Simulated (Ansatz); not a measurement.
**PbF2 (Fluorocronite) in Ansatz: the effect of functional**

The system is PbF2 (Fluorocronite).

```
CELL_PARAMETERS angstrom
0.00000 2.98329 2.98329
2.98329 0.00000 2.98329
2.98329 2.98329 0.00000
ATOMIC_POSITIONS crystal
Pb 0.00000 0.00000 0.00000
F 0.75000 0.75000 0.75000
F 0.25000 0.25000 0.25000
```

The cell isn't the ideal one: volume scaled by 1.02.

Alike in all runs:

- Program: Ansatz 0.2.0
- Task: single point
- Potentials or basis: Ansatz PAW
- k mesh: 8 × 8 × 8
- Occupations: fermi-dirac, width 0.05 eV
- Spin: no spin polarisation

| functional | cutoff | gap on the mesh (eV) | pressure (GPa) |
| --- | --- | --- | --- |
| LDA | 420 eV (not typed: the program's choice for these potentials) | 4.26 | -5.8 |
| PBEsol | 420 eV (not typed: the program's choice for these potentials) | 4.31 | -2.4 |
| r2SCAN | 500 eV (not typed: the program's choice for these potentials) | ? | ? |

Q: What does the run with functional r2SCAN give?

A: gap on the mesh 4.94 eV; pressure -1.7 GPa.

Caveats: spin-orbit coupling is left out, which as a rule narrows the gap of such compounds by several tenths of an eV; the PAW data sets come from PBE, with cores solved anew for the run's functional, which leaves a small shift of forces and pressure.

A k mesh can miss the band edges.
